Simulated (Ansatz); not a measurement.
**A computed series for CsPbI3: response to strain**

The reference is CsPbI3 in the cubic perovskite structure (space group Pm-3m, No. 221; a = 6.390 Å). Axes: x, y, z lie along the cube axes.

Strains are applied to the cell and any free atomic positions relax; under biaxial strain the out-of-plane vector relaxes too; under stress the whole cell relaxes.

Computed with PBE (Ansatz, a first-principles code; PAW; 420 eV plane waves; no SOC).

Notes on the quantities. pressure: mean of the normal stresses, compression positive; energy relative to the base: free energy F.

```tsv
variant	pressure	gap character	energy relative to the base
base	0.0 kbar	direct at R	0 meV/atom
biaxial strain +4.76 %, plane normal [001], relaxed out of plane	-8.8 kbar	direct at A	…
biaxial strain −0.30 %, plane normal [110], relaxed out of plane	0.5 kbar	direct at T	+0.1 meV/atom
isotropic strain −2.87 %	15.7 kbar	direct at R	…
isotropic strain +0.24 %	-1.0 kbar	direct at R	+0.1 meV/atom
uniaxial strain ε_xx = −2.48 %	4.2 kbar	direct at A	…
tensor shear ε_xz = −0.99 %	0.0 kbar	direct at T	+0.2 meV/atom
tensor shear ε_yz = −1.39 %	0.0 kbar	direct at T	…
uniaxial stress, 1 GPa compression along z	–	direct at A	+4.0 meV/atom
```

Problem. Complete the table.

Solution. 
- biaxial strain +4.76 %, plane normal [001], relaxed out of plane, energy relative to the base: +23 meV/atom
- isotropic strain −2.87 %, energy relative to the base: +20 meV/atom
- uniaxial strain ε_xx = −2.48 %, energy relative to the base: +3.8 meV/atom
- tensor shear ε_yz = −1.39 %, energy relative to the base: +0.5 meV/atom

Spin-orbit coupling, missing from the scalar runs, can matter with I and Pb. Beyond what the load breaks, stability against distortions was not tested. Many cubic perovskites are stable only at high temperature; tilts and polar distortions were not tested. This is not the structure that CsPbI3 has at room temperature and ambient pressure. Labels are those of the standard path for the cell's own space group.
